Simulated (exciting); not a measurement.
A run of exciting (release sodium) is set up as follows.

Contents of input.xml:

```xml
<input>
  <title>Sb</title>
  <structure speciespath="./" tshift="false">
    <crystal scale="1">
      <basevect>6.339147547332 0.000000000000 0.000000000000</basevect>
      <basevect>-3.169573773666 5.489862814279 0.000000000000</basevect>
      <basevect>0.000000000000 0.000000000000 10.337105486205</basevect>
    </crystal>
    <species speciesfile="Sb.xml" rmt="2.3">
      <atom coord="0.666666666700 0.333333333300 0.750000000000"/>
      <atom coord="0.333333333300 0.666666666700 0.250000000000"/>
    </species>
  </structure>
  <groundstate do="fromscratch" ngridk="9 9 5" rgkmax="9" gmaxvr="14" lmaxapw="10" lmaxmat="10" lmaxvr="8" xctype="GGA_PBE" stype="Gaussian" swidth="0.00367493" nempty="10" ValenceRelativity="iora*" epsengy="1e-05" epspot="1e-05" maxscl="60" tforce="true" outputlevel="normal"/>
</input>
```

Potentials or basis: all-electron LAPW+lo, shipped species files, valence relativity iora*.

Run with:

```sh
$ OMP_NUM_THREADS=1 exciting_smp
```

(1) What does it give for the band gap on the k mesh?

(2) Estimate the density of states at the Fermi level.

Results:

(1) none (metal or under the smearing width).

(2) 1.74 states/eV per cell.

Caveat: the log's total energy holds no entropy term; the free energy is that total less TS from the occupations.
